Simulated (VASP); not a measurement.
# Cu2O (Cuprite) (Pn-3m) in VASP: relaxation of cell and atoms with PBEsol

Aim: the relaxation of cell and atoms of Cu2O (Cuprite) with PBEsol.

Everything below comes from runs of VASP 6.6.1. Logs are shortened: lines on timing, memory, paths and dates and some standing lists are left out, and cuts for length are marked.

### 1 Starting point

The structure is cubic, space group Pn-3m (No. 224). Conventional cell: a = 4.231 Å, b = 4.231 Å, c = 4.231 Å, α = 90.00°, β = 90.00°, γ = 90.00°. Around Cu (site symmetry -3m) lie 2 O at 1.83 Å. Around O (site symmetry -43m) lie 4 Cu at 1.83 Å.

### 2 Relaxation of cell and atoms, PBEsol

The input, INCAR:

```
PREC     = Accurate       # precision mode
ENCUT    = 600            # plane-wave cutoff, eV
EDIFF    = 1E-7           # SCF threshold, eV
ISMEAR   = 0              # smearing method
SIGMA    = 0.03           # smearing width, eV
LREAL    = F              # projectors in reciprocal space
LASPH    = T              # aspherical terms in the spheres
NELM     = 80             # most SCF steps
ALGO     = Normal         # electronic algorithm
ISIF     = 3              # what is computed and relaxed
LWAVE    = F              # write WAVECAR
LCHARG   = F              # write CHGCAR
GGA      = PS             # functional
IBRION   = 2              # ionic algorithm
NSW      = 90             # ionic steps
EDIFFG   = -0.005         # ionic threshold
KPAR     = 2
```

The input, KPOINTS:

```
Automatic mesh
0
Gamma
  6 6 6
```

The input, POSCAR:

```
Cu2O                                    
1.0
    4.2311326687      0.0000000000      0.0000000000
   -0.0000000000      4.2311326687     -0.0000000000
    0.0000000000      0.0000000000      4.2311326687
  Cu              O             
     4     2
Direct
     0.2500000000000000    0.2500000000000000    0.2500000000000000
     0.2500000000000000    0.7500000000000000    0.7500000000000000
     0.7500000000000000    0.7500000000000000    0.2500000000000000
     0.7500000000000000    0.2500000000000000    0.7500000000000000
     0.0000000000000000    0.0000000000000000    0.0000000000000000
     0.5000000000000000    0.5000000000000000    0.5000000000000000
```

Potentials or basis: VASP PAW PBE potentials, release 64 (Cu, O).

Run with:

```
cat potpaw_PBE.64/Cu/POTCAR potpaw_PBE.64/O/POTCAR > POTCAR
mpirun -np 2 vasp_std > vasp.out
```

OUTCAR:

```text
PREC = Accurate
   ENCUT = 600
   EDIFF = 1E-7
   ISMEAR = 0
   LREAL = F
   LASPH = T
   NELM = 80
   ISIF = 3
   GGA = PS
   IBRION = 2
   NSW = 90
   EDIFFG = -0.005

 ion  position               nearest neighbor table
   1  0.250  0.250  0.250-   5 1.83   6 1.83
   2  0.250  0.750  0.750-   5 1.83   6 1.83
   3  0.750  0.750  0.250-   5 1.83   6 1.83
   4  0.750  0.250  0.750-   5 1.83   6 1.83
   5  0.000  0.000  0.000-   1 1.83   2 1.83   3 1.83   4 1.83
   6  0.500  0.500  0.500-   1 1.83   2 1.83   3 1.83   4 1.83

  LATTYP: Found a simple cubic cell.
 ALAT       =     4.2311326687

  Lattice vectors:

 A1 = (   4.2311326687,   0.0000000000,   0.0000000000)
 A2 = (   0.0000000000,   4.2311326687,   0.0000000000)
 A3 = (   0.0000000000,   0.0000000000,   4.2311326687)

Analysis of symmetry for initial positions (statically):
=====================================================================
 Subroutine PRICEL returns:
 Original cell was already a primitive cell.

 Routine SETGRP: Setting up the symmetry group for a
 simple cubic supercell.

 Subroutine GETGRP returns: Found 48 space group operations
 (whereof 24 operations were pure point group operations)
 out of a pool of 48 trial point group operations.

The static configuration has the point symmetry T_d .
 The point group associated with its full space group is O_h .

Analysis of symmetry for dynamics (positions and initial velocities):
=====================================================================
 Subroutine PRICEL returns:
 Original cell was already a primitive cell.

 Routine SETGRP: Setting up the symmetry group for a
 simple cubic supercell.

 Subroutine GETGRP returns: Found 48 space group operations
 (whereof 24 operations were pure point group operations)
 out of a pool of 48 trial point group operations.

The dynamic configuration has the point symmetry T_d .
 The point group associated with its full space group is O_h .

 Subroutine INISYM returns: Found 48 space group operations
 (whereof 24 operations are pure point group operations),
 and found     1 'primitive' translations

----------------------------------------------------------------------------------------

                                     Primitive cell

  volume of cell :      75.7478

  direct lattice vectors                    reciprocal lattice vectors
     4.231132669  0.000000000  0.000000000     0.236343334  0.000000000  0.000000000
     0.000000000  4.231132669  0.000000000     0.000000000  0.236343334  0.000000000
     0.000000000  0.000000000  4.231132669     0.000000000  0.000000000  0.236343334

  length of vectors
     4.231132669  4.231132669  4.231132669     0.236343334  0.236343334  0.236343334

  position of ions in fractional coordinates (direct lattice)
     0.250000000  0.250000000  0.250000000
     0.250000000  0.750000000  0.750000000
     0.750000000  0.750000000  0.250000000
     0.750000000  0.250000000  0.750000000
     0.000000000  0.000000000  0.000000000
     0.500000000  0.500000000  0.500000000

  ion indices of the primitive-cell ions
   primitive index   ion index
                 1           1
                 2           2
                 3           3
                 4           4
                 5           5
                 6           6

----------------------------------------------------------------------------------------

 KPOINTS: Automatic mesh

Automatic generation of k-mesh.
 Grid dimensions read from file:
 generate k-points for:    6    6    6

 Generating k-lattice:

  Cartesian coordinates                     Fractional coordinates (reciprocal lattice)
     0.039390556  0.000000000  0.000000000     0.166666667  0.000000000  0.000000000
     0.000000000  0.039390556  0.000000000     0.000000000  0.166666667  0.000000000
     0.000000000  0.000000000  0.039390556     0.000000000  0.000000000  0.166666667

  Length of vectors
     0.039390556  0.039390556  0.039390556

  Shift w.r.t. Gamma in fractional coordinates (k-lattice)
     0.000000000  0.000000000  0.000000000

 Subroutine IBZKPT returns following result:
 ===========================================

 Found     20 irreducible k-points:

 Following reciprocal coordinates:
            Coordinates               Weight
  0.000000  0.000000  0.000000      1.000000
  0.166667  0.000000  0.000000      6.000000
  0.333333  0.000000  0.000000      6.000000
  0.500000  0.000000  0.000000      3.000000
  0.166667  0.166667  0.000000     12.000000
  0.333333  0.166667  0.000000     24.000000
[... 12 lines left out ...]
  0.500000  0.500000  0.333333      6.000000
  0.500000  0.500000  0.500000      1.000000
   k-points           NKPTS =     20   k-points in BZ     NKDIM =     20   number of bands    NBANDS=     33
   number of dos      NEDOS =    301   number of ions     NIONS =      6
   total plane-waves  NPLWV =  46656
   dimension x,y,z NGX =    36 NGY =   36 NGZ =   36
   dimension x,y,z NGXF=    72 NGYF=   72 NGZF=   72
   ions per type =               4   2
   NGX,Y,Z   is equivalent  to a cutoff of  14.14, 14.14, 14.14 a.u.
   NGXF,Y,Z  is equivalent  to a cutoff of  28.29, 28.29, 28.29 a.u.
 SYSTEM =  unknown system
   PREC   = accura    normal or accurate (medium, high low for compatibility)
   ISTART =      0    job   : 0-new  1-cont  2-samecut
   ICHARG =      2    charge: 1-file 2-atom 10-const
   ISPIN  =      1    spin polarized calculation?
   LNONCOLLINEAR =      F non collinear calculations
   LSORBIT =      F    spin-orbit coupling
   LASPH  =      T    aspherical Exc in radial PAW
   ENCUT  =  600.0 eV  44.10 Ry    6.64 a.u.   8.45  8.45  8.45*2*pi/ulx,y,z
   NELM   =     80;   NELMIN=  2; NELMDL= -5     # of ELM steps
   EDIFF  = 0.1E-06   stopping-criterion for ELM
   LREAL  =      F    real-space projection
   EDIFFG = -.5E-02   stopping-criterion for IOM
   NSW    =     90    number of steps for IOM
   IBRION =      2    ionic relax: 0-MD 1-quasi-New 2-CG
   NFREE  =      1    steps in history (QN), initial steepest desc. (CG)
   ISIF   =      3    stress and relaxation
   ISYM   =      2    0-nonsym 1-usesym 2-fastsym
   POTIM  = 0.5000    time-step for ionic-motion
   TEBEG  =    0.0;   TEEND  =   0.0 temperature during run
   PSTRESS=    0.0 pullay stress
   NELECT =      56.0000    total number of electrons
   NUPDOWN=      -1.0000    fix difference up-down
   EMIN   =  10.00;   EMAX   =-10.00  energy-range for DOS
   EFERMI =   0.00;   METHOD = LEGACY
   ISMEAR =     0;   SIGMA  =   0.03  broadening in eV -4-tet -1-fermi 0-gaus
   EFERMI_NEDOS =   21; number of points for ismear=-14 and -15
   IALGO  =     38    algorithm
   IMIX   =      4    mixing-type and parameters
     AMIX     =   0.40;   BMIX     =  1.00
     AMIX_MAG =   1.60;   BMIX_MAG =  1.00
  volume/ion in A,a.u.               =      12.62        85.20
  Fermi-wavevector in a.u.,A,eV,Ry     =   1.480292  2.797347 29.813981  2.191266
  Thomas-Fermi vector in A             =   2.594345
   LORBIT       =      0    0 simple, 1 ext, 2 COOP (PROOUT), +10 PAW based schemes
   GGA     = PS    functional components
   LHFCALC =     F    Hartree Fock is set to
   AEXX    =    0.0000 exact exchange contribution
   IVDW    =     0    specifies the selected vdW correction
   LEPSILON=     F    determine dielectric tensor
   LRPA    =     F    only Hartree local field effects (RPA)
 conjugate gradient relaxation of ions
 non-spin polarized calculation
 Gauss-broadening in eV      SIGMA  =   0.03
  energy-cutoff  :      600.00
  volume of cell :       75.75
 maximum number of plane-waves:      2560
 NGX is ok and might be reduce to    36
   NGX = 17   NGY = 17   NGZ = 17

 number of electron      56.0000013 magnetization

 Free energy of the ion-electron system (eV)
  ---------------------------------------------------
  ext. energy  EPLUGINS =         0.00000000
  ---------------------------------------------------
  free energy    TOTEN  =       -29.97037164 eV

  energy without entropy =      -29.97037164  energy(sigma->0) =      -29.97037164

 E-fermi :   4.9674     XC(G=0): -11.3908

 val. band max:        4.8382601429   @ k =   0.0000   0.0000   0.0000
 cond. band min:       5.3899484370   @ k =   0.0000   0.0000   0.0000
 fundamental gap:      0.5516882941
 Fermi energy:         4.9673800823

 k-point     1 :       0.0000    0.0000    0.0000
  band No.  band energies     occupation
      1     -15.4325      2.00000
      2     -14.6348      2.00000
      3      -2.6450      2.00000
      4      -2.6450      2.00000
      5      -2.6450      2.00000
      6      -0.1974      2.00000
[... 25 lines left out ...]
     32      12.8646      0.00000
     33      12.8646      0.00000

 k-point     2 :       0.1667    0.0000    0.0000
  band No.  band energies     occupation
      1     -15.3786      2.00000
      2     -14.6874      2.00000
      3      -2.5721      2.00000
      4      -2.5392      2.00000
      5      -2.5392      2.00000
      6      -0.7400      2.00000
[... 25 lines left out ...]
     32      12.3691      0.00000
     33      12.7329      0.00000

 k-point     3 :       0.3333    0.0000    0.0000
  band No.  band energies     occupation
      1     -15.2316      2.00000
      2     -14.8320      2.00000
      3      -2.3445      2.00000
      4      -2.2543      2.00000
      5      -2.2543      2.00000
      6      -1.3882      2.00000
[... 25 lines left out ...]
     32      10.8255      0.00000
     33      12.4637      0.00000

 k-point     4 :       0.5000    0.0000    0.0000
  band No.  band energies     occupation
      1     -15.0312      2.00000
      2     -15.0312      2.00000
      3      -2.0093      2.00000
      4      -2.0093      2.00000
      5      -1.9471      2.00000
      6      -1.9471      2.00000
[... 529 lines left out ...]
     32       8.9710      0.00000
     33       9.5478      0.00000

 k-point    19 :       0.5000    0.5000    0.3333
  band No.  band energies     occupation
      1     -15.2094      2.00000
      2     -14.7623      2.00000
      3      -2.6002      2.00000
      4      -2.6002      2.00000
      5      -2.3818      2.00000
      6      -1.0990      2.00000
[... 25 lines left out ...]
     32       8.9572      0.00000
     33       9.8787      0.00000

 k-point    20 :       0.5000    0.5000    0.5000
  band No.  band energies     occupation
      1     -15.2376      2.00000
      2     -14.7200      2.00000
      3      -2.5386      2.00000
      4      -2.5386      2.00000
      5      -2.5386      2.00000
      6      -1.0480      2.00000
[... 25 lines left out ...]
     32       9.7708      0.00000
     33       9.7708      0.00000

------------------------ aborting loop because EDIFF is reached ----------------------------------------

  FORCE on cell =-STRESS in cart. coord.  units (eV):
  Direction    XX          YY          ZZ          XY          YZ          ZX
  --------------------------------------------------------------------------------------
  -------------------------------------------------------------------------------------
  Total        0.0101458      0.0101458      0.0101458     -0.0000000     -0.0000000      0.0000000
  in kB        0.2145990      0.2145990      0.2145990     -0.0000000     -0.0000000      0.0000000
  external PRESSURE =       0.2145990 kB  Pullay stress =       0.0000000 kB

 VOLUME and BASIS-vectors are now :
 -----------------------------------------------------------------------------
  energy-cutoff  :      600.00
  volume of cell :       75.75
      direct lattice vectors                 reciprocal lattice vectors
     4.231132669  0.000000000  0.000000000     0.236343334  0.000000000  0.000000000
     0.000000000  4.231132669  0.000000000     0.000000000  0.236343334  0.000000000
     0.000000000  0.000000000  4.231132669     0.000000000  0.000000000  0.236343334

 POSITION                                       TOTAL-FORCE (eV/Angst)
 -----------------------------------------------------------------------------------
      1.05778      1.05778      1.05778        -0.000000      0.000000      0.000000
      1.05778      3.17335      3.17335         0.000000      0.000000      0.000000
      3.17335      3.17335      1.05778         0.000000     -0.000000     -0.000000
      3.17335      1.05778      3.17335        -0.000000     -0.000000      0.000000
      0.00000      0.00000      0.00000         0.000000     -0.000000     -0.000000
      2.11557      2.11557      2.11557         0.000000     -0.000000     -0.000000
 -----------------------------------------------------------------------------------
    total drift:                                0.000000      0.000000      0.000000

  FREE ENERGIE OF THE ION-ELECTRON SYSTEM (eV)
  ---------------------------------------------------
  free  energy   TOTEN  =       -29.9703716370 eV

  energy  without entropy=      -29.9703716370  energy(sigma->0) =      -29.97037164

 reached required accuracy - stopping structural energy minimisation
```

Wall time 22 s (2 MPI ranks of AMD EPYC 9R45 (Zen 5), shared host); peak memory 0.2 GiB.

Results:

| Item | Value |
| --- | --- |
| Free energy | -29.9704 eV |
| Pressure after relaxing | 0.0 GPa |
| Band gap on the k mesh | 0.55 eV, direct |

Final structure:
```
Cu O
1.0
     4.23113    0.00000    0.00000
     0.00000    4.23113    0.00000
     0.00000    0.00000    4.23113
Cu O
4 2
Direct
  0.25000 0.25000 0.25000
  0.25000 0.75000 0.75000
  0.75000 0.75000 0.25000
  0.75000 0.25000 0.75000
  0.00000 0.00000 0.00000
  0.50000 0.50000 0.50000
```

Levels at points of the mesh, in eV from the valence-band top:
```csv
k point,band 26,band 27,band 28,band 29,band 30,band 31
"(0.00, 0.00, 0.00)",0.00,0.00,0.00,0.55,1.11,1.11
"(0.50, 0.00, 0.00)",-1.23,-0.41,-0.41,2.29,2.29,4.18
"(0.50, 0.50, 0.00)",-1.24,-0.68,-0.68,1.88,1.88,3.87
"(0.50, 0.50, 0.50)",-0.59,-0.59,-0.59,2.37,2.37,2.37
```

Caveat: the relaxation stopped at its first step, so nothing moved; the PAW data sets were made with another functional, which shifts forces and pressure a little.
